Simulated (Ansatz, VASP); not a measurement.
## One calculation of B, two programs

```
CELL_PARAMETERS angstrom
1.76165 0.00000 0.00000
-0.88082 1.52563 0.00000
0.00000 0.00000 21.86586
ATOMIC_POSITIONS crystal
B 0.00000 0.00000 0.00000
B 0.00000 0.00000 0.50000
B 0.33333 0.66667 0.25000
B 0.66667 0.33333 0.75000
```

Alike in both runs: task single point; functional BLYP; k mesh 23 × 23 × 2; occupations fermi-dirac, width 0.1 eV; no spin polarisation.

|  | VASP | Ansatz |
| --- | --- | --- |
| version | VASP 6.6.1 | Ansatz 0.2.0 |
| potentials or method | VASP PAW PBE potentials, release 64 (B) | plane waves (420 eV) with PAW, scalar-relativistic |
| plane-wave cutoff (eV) | 520 | 420 |
| valence electrons in the cell | 12 | 12 |

Ansatz gave:

```
pressure (GPa)                                  : -8.7
largest component of the traceless stress (GPa) : 8.81
```

Task: What did VASP give for the same quantities?

Result: Pressure (GPa): -8.8; largest component of the traceless stress (GPa): 8.85.

Caveats: the PAW data sets were made with another functional, which shifts forces and pressure a little (VASP); this functional lacks dispersion, which binds the layers, so the pressure and a relaxed spacing across them are unreliable.
